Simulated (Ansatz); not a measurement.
Crystal: ZnS (Wurtzite-2H).

```
Zn S
1.0
     3.81100    0.00000    0.00000
    -1.90550    3.30042    0.00000
     0.00000    0.00000    6.23400
Zn S
2 2
Direct
  0.66667 0.33333 0.50000
  0.33333 0.66667 0.00000
  0.66667 0.33333 0.88500
  0.33333 0.66667 0.38500
```

| Item | Value |
| --- | --- |
| Program | Ansatz 0.2.0 |
| Task | relaxation of cell and atoms |
| Functional | BLYP |
| Dispersion | D3(BJ) |
| Potentials or basis | Ansatz PAW |
| Cutoff | 420 eV (not typed: the program's choice for these potentials) |
| k mesh | 8 × 8 × 5 |
| Occupations | fermi-dirac, width 0.05 eV |
| Spin | no spin polarisation |

At the start: volume 19.60 Å³/atom.

Task: Where does the relaxation end?

Result: It ends after 5 steps and the volume is 19.55 Å³/atom (-0.2 %); space group P6_3mc (No. 186, to 0.05 Å).

The path:
```tsv
step	energy change (eV)	largest force (eV/Å)	volume (Å³)
1	0.0000	0.3469	78.41
2	-0.0138	0.2457	78.34
3	-0.0238	0.0817	78.02
4	-0.0253	0.0001	78.22
5	-0.0252	0.0000	78.22
```

Final structure:
```
Zn S
1.0
     3.79829    0.00000    0.00000
    -1.89915    3.28942    0.00000
     0.00000    0.00000    6.26021
Zn S
2 2
Direct
  0.66667 0.33333 0.50605
  0.33333 0.66667 0.00605
  0.66667 0.33333 0.87895
  0.33333 0.66667 0.37895
```

Caveat: the plane-wave basis is chosen anew once the cell has moved, so the energies of steps on either side of that aren't comparable; the PAW data sets come from PBE, with cores solved anew for the run's functional, which leaves a small shift of forces and pressure.
